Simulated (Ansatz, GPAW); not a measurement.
## CdTe: programs and potentials compared

```xyz
2
Lattice="0.0000 3.2050 3.2050 3.2050 0.0000 3.2050 3.2050 3.2050 0.0000" Properties=species:S:1:pos:R:3 pbc="T T T"
Te    4.8075    4.8075    4.8075
Cd    0.0000    0.0000    0.0000
```

Alike in all runs: task single point; functional PBE; k mesh 7 × 7 × 7; occupations gaussian, width 0.03 eV; no spin polarisation; no spin-orbit coupling. Pressure is positive in compression and, in plane waves, holds the error of the finite cutoff, which Ansatz's Pulay term estimates and takes out.

```tsv
program and potentials	plane-wave cutoff (eV)	notes	pressure (GPa)
Ansatz, Ansatz PAW	420	18 valence electrons an atom on average; Pulay term of +0.04 GPa included	4.24
Ansatz, all-electron LAPW, scalar-relativistic	-	-	?
GPAW, GPAW PAW data sets (gpaw-data 1.2.1)	600	9 valence electrons an atom on average	3.81
```

Estimate from the other rows what the run with Ansatz, all-electron LAPW, scalar-relativistic gave.

Pressure 4.26 GPa. The other rows, which needn't bracket it: pressure 3.81 to 4.24.
